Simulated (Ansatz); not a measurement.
Reactions of `[CH3][Cd][SH]`.

Program: Ansatz. Geometries: PBE0-D4/def2-TZVP. ΔE: electronic, gas phase. CCSD(T)/CBS adds triple-zeta CCSD(T) − MP2 to the extrapolated MP2 energy (def2 sets, frozen cores). This one scheme is used for every species. DFT in def2-TZVPP. B3LYP here is the variant with VWN-RPA as its local correlation; programs differ in this. Elements past krypton have def2 core potentials. For Br, Cd, Ge outer-core shells are correlated without core-valence functions, which leaves a few kJ/mol of doubt a bond. Scalar relativity is left out up to krypton. Each species was taken in one conformer, which may not be the lowest.

```json
{"reaction": "`[CH3][Cd][SH]` + HBr → `[CH3][Cd][Br]` + H₂S", "B3LYP-D4 (kcal/mol)": "-14.9", "B97M-V (kcal/mol)": "-14.4", "CCSD(T)/CBS(def2) (kcal/mol)": "-14.8"}
{"reaction": "`[CH3][Cd][SH]` + H–F → `[F][Cd][SH]` + CH₄", "B3LYP-D4 (kcal/mol)": "-15.8", "B97M-V (kcal/mol)": "-18.5", "CCSD(T)/CBS(def2) (kcal/mol)": "-13.5"}
{"reaction": "`[CH3][Cd][SH]` + HCl → `[CH3][Cd][Cl]` + H₂S", "B3LYP-D4 (kcal/mol)": "-9.9", "B97M-V (kcal/mol)": "-10.4", "CCSD(T)/CBS(def2) (kcal/mol)": "-9.4"}
{"reaction": "`[CH3][Cd][SH]` + tert-butanol → `[CH3][Cd][O]C(C)(C)C` + H₂S", "B3LYP-D4 (kcal/mol)": "17.9", "B97M-V (kcal/mol)": "17.8", "CCSD(T)/CBS(def2) (kcal/mol)": "19.0"}
{"reaction": "`[CH3][Cd][SH]` + `F[SiH](F)[GeH3]` → `[F][Cd][SH]` + `C[SiH](F)[GeH3]`", "B3LYP-D4 (kcal/mol)": "20.0", "B97M-V (kcal/mol)": "18.5", "CCSD(T)/CBS(def2) (kcal/mol)": "20.7"}
```

Largest T1 diagnostic: 0.016, for `[F][Cd][SH]`.
